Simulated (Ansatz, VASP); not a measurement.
Ge in VASP and in Ansatz

```
Ge
1.0
     0.00000    2.82891    2.82891
     2.82891    0.00000    2.82891
     2.82891    2.82891    0.00000
Ge
2
Direct
  0.75000 0.75000 0.75000
  0.50000 0.50000 0.50000
```

Alike in both runs: functional PBEsol; k mesh 8 × 8 × 8; occupations fermi-dirac, width 0.05 eV; non-collinear spin, spin-orbit coupling.

```csv
,VASP,Ansatz
version,VASP 6.6.1,Ansatz 0.2.0
potentials or method,"VASP PAW PBE potentials, release 64 (Ge_d)",Ansatz PAW
plane-wave cutoff (eV),520,420
valence electrons in the cell,28,28
task,single point,band structure
```

|  | VASP | Ansatz | Ansatz less VASP |
| --- | --- | --- | --- |
| gap on the k mesh at the Fermi level (eV) | none | none | - |
| pressure (GPa) | 0.6 | 0.7 | +0.10 |
| net moment per atom (μB) | 0.00 | 0.00 | 0.000 |

A gap of «none» marks a metal or a gap that the smearing closes. With one functional, cell and mesh, what is left measures potentials, basis and numerics.

Caveats: the PAW data sets were made with another functional, which shifts forces and pressure a little (VASP); the PAW data sets come from PBE, with cores solved anew for the run's functional, which leaves a small shift of forces and pressure (Ansatz).
